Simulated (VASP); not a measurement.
Wanted: the native input for a VASP 6.6.1 run.

```yaml
Task: band structure
Functional: PBE
Potentials_or_basis: VASP PAW PBE potentials, release 64 (Y_sv)
Cutoff: 520 eV
k_mesh: 12 × 12 × 7
Occupations: methfessel-paxton, width 0.1 eV
Spin: no spin polarisation
Further_INCAR_settings: ALGO = Normal; EDIFF = 1e-07; NBANDS = 18
```

The structure of Y lies in POSCAR:

```
Y                                       
1.0
    3.6544466097      0.0000000000      0.0000000000
   -1.8272233048      3.1648436031     -0.0000000000
    0.0000000000     -0.0000000000      5.6774137202
  Y             
     2
Direct
     0.3333333300000021    0.6666666699999979    0.2500000000000000
     0.6666666699999979    0.3333333300000021    0.7500000000000000
```

One way to write it, as run:

INCAR

```
SYSTEM = Y
PREC     = Accurate       ! precision mode
ENCUT    = 520            ! plane-wave cutoff, eV
EDIFF    = 1E-7           ! SCF threshold, eV
ISMEAR   = 1              ! smearing method
SIGMA    = 0.1            ! smearing width, eV
LREAL    = .FALSE.        ! projectors in reciprocal space
LASPH    = .TRUE.         ! aspherical terms in the spheres
NELM     = 80             ! most SCF steps
ALGO     = Normal         ! electronic algorithm
ISIF     = 2              ! what is computed and relaxed
LWAVE    = .FALSE.        ! write WAVECAR
LCHARG   = .FALSE.        ! write CHGCAR
LMAXMIX  = 4              ! l up to which the mixer works
GGA      = PE             ! functional
NBANDS   = 18             ! bands
ICORELEVEL= 1
```

KPOINTS

```
Automatic mesh
0
G
  12 12 7
  0 0 0
```

KPOINTS_OPT

```
explicit points
96
Reciprocal
 0.0000000000  0.0000000000  0.0000000000 1
 0.0555555556  0.0000000000  0.0000000000 1
 0.1111111111  0.0000000000  0.0000000000 1
 0.1666666667  0.0000000000  0.0000000000 1
 0.2222222222  0.0000000000  0.0000000000 1
 0.2777777778  0.0000000000  0.0000000000 1
 0.3333333333  0.0000000000  0.0000000000 1
 0.3888888889  0.0000000000  0.0000000000 1
 0.4444444444  0.0000000000  0.0000000000 1
 0.5000000000  0.0000000000  0.0000000000 1
 0.5000000000  0.0000000000  0.0000000000 1
 0.4814814815  0.0370370370  0.0000000000 1
 0.4629629630  0.0740740741  0.0000000000 1
 0.4444444444  0.1111111111  0.0000000000 1
 0.4259259259  0.1481481481  0.0000000000 1
 0.4074074074  0.1851851852  0.0000000000 1
 0.3888888889  0.2222222222  0.0000000000 1
 0.3703703703  0.2592592592  0.0000000000 1
 0.3518518518  0.2962962963  0.0000000000 1
 0.3333333333  0.3333333333  0.0000000000 1
 0.3333333333  0.3333333333  0.0000000000 1
 0.2962962963  0.2962962963  0.0000000000 1
 0.2592592592  0.2592592592  0.0000000000 1
 0.2222222222  0.2222222222  0.0000000000 1
 0.1851851852  0.1851851852  0.0000000000 1
 0.1481481481  0.1481481481  0.0000000000 1
 0.1111111111  0.1111111111  0.0000000000 1
 0.0740740741  0.0740740741  0.0000000000 1
 0.0370370370  0.0370370370  0.0000000000 1
 0.0000000000  0.0000000000  0.0000000000 1
 0.0000000000  0.0000000000  0.0000000000 1
 0.0000000000  0.0000000000  0.0555555556 1
 0.0000000000  0.0000000000  0.1111111111 1
 0.0000000000  0.0000000000  0.1666666667 1
 0.0000000000  0.0000000000  0.2222222222 1
 0.0000000000  0.0000000000  0.2777777778 1
 0.0000000000  0.0000000000  0.3333333333 1
 0.0000000000  0.0000000000  0.3888888889 1
 0.0000000000  0.0000000000  0.4444444444 1
 0.0000000000  0.0000000000  0.5000000000 1
 0.0000000000  0.0000000000  0.5000000000 1
 0.0555555556  0.0000000000  0.5000000000 1
 0.1111111111  0.0000000000  0.5000000000 1
 0.1666666667  0.0000000000  0.5000000000 1
 0.2222222222  0.0000000000  0.5000000000 1
 0.2777777778  0.0000000000  0.5000000000 1
 0.3333333333  0.0000000000  0.5000000000 1
 0.3888888889  0.0000000000  0.5000000000 1
 0.4444444444  0.0000000000  0.5000000000 1
 0.5000000000  0.0000000000  0.5000000000 1
 0.5000000000  0.0000000000  0.5000000000 1
 0.4814814815  0.0370370370  0.5000000000 1
 0.4629629630  0.0740740741  0.5000000000 1
 0.4444444444  0.1111111111  0.5000000000 1
 0.4259259259  0.1481481481  0.5000000000 1
 0.4074074074  0.1851851852  0.5000000000 1
 0.3888888889  0.2222222222  0.5000000000 1
 0.3703703703  0.2592592592  0.5000000000 1
 0.3518518518  0.2962962963  0.5000000000 1
 0.3333333333  0.3333333333  0.5000000000 1
 0.3333333333  0.3333333333  0.5000000000 1
 0.2962962963  0.2962962963  0.5000000000 1
 0.2592592592  0.2592592592  0.5000000000 1
 0.2222222222  0.2222222222  0.5000000000 1
 0.1851851852  0.1851851852  0.5000000000 1
 0.1481481481  0.1481481481  0.5000000000 1
 0.1111111111  0.1111111111  0.5000000000 1
 0.0740740741  0.0740740741  0.5000000000 1
 0.0370370370  0.0370370370  0.5000000000 1
 0.0000000000  0.0000000000  0.5000000000 1
 0.5000000000  0.0000000000  0.5000000000 1
 0.5000000000  0.0000000000  0.4444444444 1
 0.5000000000  0.0000000000  0.3888888889 1
 0.5000000000  0.0000000000  0.3333333333 1
 0.5000000000  0.0000000000  0.2777777778 1
 0.5000000000  0.0000000000  0.2222222222 1
 0.5000000000  0.0000000000  0.1666666667 1
 0.5000000000  0.0000000000  0.1111111111 1
 0.5000000000  0.0000000000  0.0555555556 1
 0.5000000000  0.0000000000  0.0000000000 1
 0.3333333333  0.3333333333  0.0000000000 1
 0.3333333333  0.3333333333  0.0555555556 1
 0.3333333333  0.3333333333  0.1111111111 1
 0.3333333333  0.3333333333  0.1666666667 1
 0.3333333333  0.3333333333  0.2222222222 1
 0.3333333333  0.3333333333  0.2777777778 1
 0.3333333333  0.3333333333  0.3333333333 1
 0.3333333333  0.3333333333  0.3888888889 1
 0.3333333333  0.3333333333  0.4444444444 1
 0.3333333333  0.3333333333  0.5000000000 1
 0.0000000000  0.0000000000  0.0000000000 1
 0.0000000000  0.0000000000  0.5000000000 1
 0.3333333333  0.3333333333  0.5000000000 1
 0.3333333333  0.3333333333  0.0000000000 1
 0.5000000000  0.0000000000  0.5000000000 1
 0.5000000000  0.0000000000  0.0000000000 1
```

Potentials or basis: VASP PAW PBE potentials, release 64 (Y_sv).

Run with:

```sh
$ cat potpaw_PBE.64/Y_sv/POTCAR > POTCAR
$ mpirun -np 1 vasp_std > vasp.out
```

It gave:

```json
{"Pressure": "0.0 GPa", "Band gap along the path": "none (metal or under the smearing width)"}
```

Wall time 60 s on 1 thread of Intel(R) Xeon(R) 6975P-C (Granite Rapids), on a shared host, peak memory 0.26 GiB.
